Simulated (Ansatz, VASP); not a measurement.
One calculation of Ru, two programs

INCAR

```
PREC = Accurate ; ENCUT = 520
EDIFF = 1E-6 ; ISMEAR = 0
SIGMA = 0.15 ; LREAL = False
LASPH = True ; NELM = 100
ALGO = Fast ; ISIF = 2
LWAVE = False ; LCHARG = False
GGA = PS ; NBANDS = 21
```

The input KPOINTS:

```
Automatic mesh
0
Gamma
  18 18 10
```

File POSCAR:

```
Ru
1.0
    2.8403000000      0.0000000000      0.0000000000
   -1.4201500000      2.4597719544      0.0000000000
    0.0000000000      0.0000000000      4.1503000000
Ru
2
Direct
    0.3333333333      0.6666666667      0.2500000000
    0.6666666667      0.3333333333      0.7500000000
```

Input for Ansatz:

```yaml
crystal:
  lattice:
    - [2.8403, 0.0, 0.0]
    - [-1.42015, 2.4597719544, 0.0]
    - [0.0, 0.0, 4.1503]
  atoms:
    - { symbol: Ru, position: [0.3333333333, 0.6666666667, 0.25] }
    - { symbol: Ru, position: [0.6666666667, 0.3333333333, 0.75] }
basis:
  ecutwfc: 420
kpoints:
  mp_grid: { grid: [18, 18, 10] }
hamiltonian:
  xc: pbesol
  pseudopotentials: { kind: paw, azcp: { folder: soft_1 } }
scf:
  occupations: { method: gaussian, width: 0.15 }
output:
  forces: true
  stress: true
  eigenvalues: true
  write_density: true
  write_potential: true
  elf: true
  volumetric_format: npy
```

Alike in both runs: task single point; functional PBEsol; k mesh 18 × 18 × 10; occupations gaussian, width 0.15 eV; no spin polarisation.

```csv
,VASP,Ansatz
version,VASP 6.6.1,Ansatz 0.2.0
potentials or method,"VASP PAW PBE potentials, release 64 (Ru_pv)","scalar-relativistic, plane waves, PAW"
plane-wave cutoff (eV),520,420
valence electrons in the cell,28,32
```

```csv
,VASP,Ansatz,Ansatz less VASP
gap on the k mesh at the Fermi level (eV),none,none,-
pressure (GPa),-21.3,-21.2,+0.14
largest component of the traceless stress (GPa),16.69,16.73,+0.038
```

A gap of «none» marks a metal or a gap that the smearing closes. The two sets of potentials don't hold the same shells in valence. Ansatz warned: «pseudo_functional_mismatch».

Caveats: so large a pressure means that the cell lies far from this level's equilibrium, or that cutoff or potentials fall short (VASP); the potentials were made for another functional, which shifts forces and pressure (VASP).
